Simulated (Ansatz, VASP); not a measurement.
## Two plane-wave programs on Te2Mo

File INCAR:

```
PREC = Accurate
ENCUT = 520
EDIFF = 1E-7
ISMEAR = 0
SIGMA = 0.1
LREAL = False
LASPH = True
NELM = 60
ALGO = Fast
ISIF = 2
LWAVE = False
LCHARG = False
GGA = PE
IVDW = 12
NBANDS = 35
```

The input KPOINTS:

```
Automatic mesh
0
Gamma
  6 6 2
```

POSCAR

```
Te2Mo
1.0
    3.5182000000      0.0000000000      0.0000000000
   -1.7591000000      3.0468505756      0.0000000000
    0.0000000000      0.0000000000     13.9736000000
Te Mo
4 2
Direct
    0.3333333333      0.6666666667      0.6210000000
    0.6666666667      0.3333333333      0.1210000000
    0.3333333333      0.6666666667      0.8790000000
    0.6666666667      0.3333333333      0.3790000000
    0.3333333333      0.6666666667      0.2500000000
    0.6666666667      0.3333333333      0.7500000000
```

Input for Ansatz:

```yaml
crystal:
  lattice:
    - [3.5182, 0.0, 0.0]
    - [-1.7591, 3.0468505756, 0.0]
    - [0.0, 0.0, 13.9736]
  atoms:
    - { symbol: Te, position: [0.3333333333, 0.6666666667, 0.621] }
    - { symbol: Te, position: [0.6666666667, 0.3333333333, 0.121] }
    - { symbol: Te, position: [0.3333333333, 0.6666666667, 0.879] }
    - { symbol: Te, position: [0.6666666667, 0.3333333333, 0.379] }
    - { symbol: Mo, position: [0.3333333333, 0.6666666667, 0.25] }
    - { symbol: Mo, position: [0.6666666667, 0.3333333333, 0.75] }
basis:
  ecutwfc: 420
kpoints:
  mp_grid: { grid: [6, 6, 2] }
hamiltonian:
  xc: pbe
  dispersion: d3bj
scf:
  occupations: { method: gaussian, width: 0.1 }
output:
  forces: true
  stress: true
  eigenvalues: true
```

Alike in both runs: task single point; functional PBE; dispersion D3(BJ); k mesh 6 × 6 × 2; occupations gaussian, width 0.1 eV; no spin polarisation.

|  | VASP | Ansatz |
| --- | --- | --- |
| version | VASP 6.6.1 | Ansatz 0.2.0 |
| potentials or method | VASP PAW PBE potentials, release 64 (Te, Mo_sv) | scalar-relativistic, plane waves, PAW |
| plane-wave cutoff (eV) | 520 | 420 |
| valence electrons in the cell | 52 | 92 |

```csv
,VASP,Ansatz,Ansatz less VASP
gap on the k mesh at the Fermi level (eV),0.82,0.83,+0.004
least direct gap on the mesh (eV),1.04,1.04,+0.001
pressure (GPa),-0.5,-0.5,-0.02
largest component of the traceless stress (GPa),0.49,0.43,-0.059
rms of the force components (eV/Å),0.087,0.080,-0.0068
```

Atom by atom the forces differ by 0.007 eV/Å (rms over components). The two sets of potentials don't hold the same shells in valence.

Caveats: spin-orbit coupling is left out, which moves the levels of the heavy elements. A k mesh can miss the band edges. A hybrid or GW would open this gap; PBE tends to underestimate it.
